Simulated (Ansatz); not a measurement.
Crystal: BaTiO3.

```
Ba Ti O
1.0
     3.99980    0.00000    0.00000
     0.00000    3.99980    0.00000
     0.00000    0.00000    4.01800
Ba Ti O
1 1 3
Direct
  0.00000 0.00000 0.00000
  0.50000 0.50000 0.49000
  0.00000 0.50000 0.51700
  0.50000 0.00000 0.51700
  0.50000 0.50000 0.01900
```

| Property | Result |
| --- | --- |
| Program | Ansatz 0.2.0 |
| Task | relaxation of cell and atoms |
| Functional | PBE |
| Dispersion | D3(BJ) |
| Potentials or basis | Ansatz PAW |
| Cutoff | 420 eV (not typed: the program's choice for these potentials) |
| k mesh | 7 × 7 × 7 |
| Occupations | fermi-dirac, width 0.05 eV |
| Spin | no spin polarisation |

At the start: volume 12.86 Å³/atom.

Problem. How do energy, volume and symmetry change on relaxing?

Solution. It ends after 11 steps and the volume is 12.92 Å³/atom (+0.5 %); space group P4mm (No. 99, to 0.05 Å).

Step by step:
```csv
step,energy change (eV),largest force (eV/Å),volume (Å³)
1,0.0000,0.3115,64.28
2,-0.0051,0.1463,64.01
3,-0.0062,0.2113,64.01
4,-0.0080,0.2148,64.05
5,-0.0104,0.1581,64.56
6,-0.0124,0.0059,64.54
7,-0.0124,0.0065,64.53
8,-0.0123,0.0008,64.57
9,-0.0139,0.0010,64.57
10,-0.0138,0.0016,64.61
11,-0.0139,0.0016,64.61
```

Final structure:
```cif
data_structure
_symmetry_space_group_name_H-M 'P 1'
_symmetry_Int_Tables_number 1
_cell_length_a 3.9737
_cell_length_b 3.9737
_cell_length_c 4.0921
_cell_angle_alpha 90.000
_cell_angle_beta 90.000
_cell_angle_gamma 90.000
_cell_volume 64.61
loop_
_atom_site_label
_atom_site_type_symbol
_atom_site_fract_x
_atom_site_fract_y
_atom_site_fract_z
_atom_site_occupancy
Ba1 Ba 0.00000 0.00000 0.99619 1
Ti1 Ti 0.50000 0.50000 0.47939 1
O1 O 0.00000 0.50000 0.51805 1
O2 O 0.50000 0.00000 0.51805 1
O3 O 0.50000 0.50000 0.03131 1
```

Caveat: the plane-wave basis is chosen anew once the cell has moved, so the energies of steps on either side of that aren't comparable; the pressure holds a Pulay correction of +0.5 GPa for the finite cutoff.
